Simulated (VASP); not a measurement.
Write the native input for VASP 6.6.1 that does the following.

| Quantity | Value |
| --- | --- |
| Task | optical spectrum |
| Functional | PBE |
| Potentials or basis | VASP PAW PBE potentials, release 64 (Sn_d, S) |
| Cutoff | 520 eV |
| k mesh | 4 × 8 × 6 |
| Occupations | gaussian, width 0.03 eV |
| Spin | no spin polarisation |
| Further INCAR settings | ALGO = Fast; EDIFF = 1e-06; NBANDS = 88 |

The structure of SnS lies in POSCAR:

```
SnS                                     
1.0
   11.1022381053      0.0000000000      0.0000000000
    0.0000000000      3.9856084138     -0.0000000000
    0.0000000000      0.0000000000      4.2298611247
  Sn              S             
     4     4
Direct
     0.1185162781974909    0.2500000000000000    0.1099914101621251
     0.3814837218025092    0.7500000000000000    0.6099914101621250
     0.6185162781974910    0.2500000000000000    0.3900085898378749
     0.8814837218025090    0.7500000000000000    0.8900085898378750
     0.8532534565978834    0.2500000000000000    0.4743738979948287
     0.6467465434021166    0.7500000000000000    0.9743738979948288
     0.3532534565978835    0.2500000000000000    0.0256261020051713
     0.1467465434021167    0.7500000000000000    0.5256261020051712
```

One way to write it, as run:

INCAR

```
SYSTEM = SnS
ALGO = Fast
CSHIFT = 0.1
EDIFF = 1E-6
ENCUT = 520
GGA = PE
ISIF = 2
ISMEAR = 0
KPAR = 2
LASPH = .TRUE.
LCHARG = .FALSE.
LOPTICS = .TRUE.
LREAL = .FALSE.
LWAVE = .FALSE.
NBANDS = 88
NEDOS = 1000
NELM = 80
PREC = Accurate
SIGMA = 0.03
```

KPOINTS

```
k-points
0
G
  4 8 6
  0 0 0
```

Potentials or basis: VASP PAW PBE potentials, release 64 (Sn_d, S).

The run is started by

```console
$ cat potpaw_PBE.64/Sn_d/POTCAR potpaw_PBE.64/S/POTCAR > POTCAR
$ mpirun -np 2 vasp_std > vasp.out
```

It gave:

```json
{
  "Pressure": "3.2 GPa",
  "Largest force": "0.070 eV/Å",
  "Band gap on the k mesh": "0.77 eV, indirect (least direct gap 1.14 eV)"
}
```

Caveat: spectra need much finer meshes, so this one isn't converged; independent-particle spectra lack excitons; spin-orbit coupling is left out, which moves the levels of the heavy elements.

It took 5.7 min on 2 MPI ranks on AMD EPYC 9R45 96-Core Processor (Zen 5) (shared host), peak memory 1.5 GiB a rank.
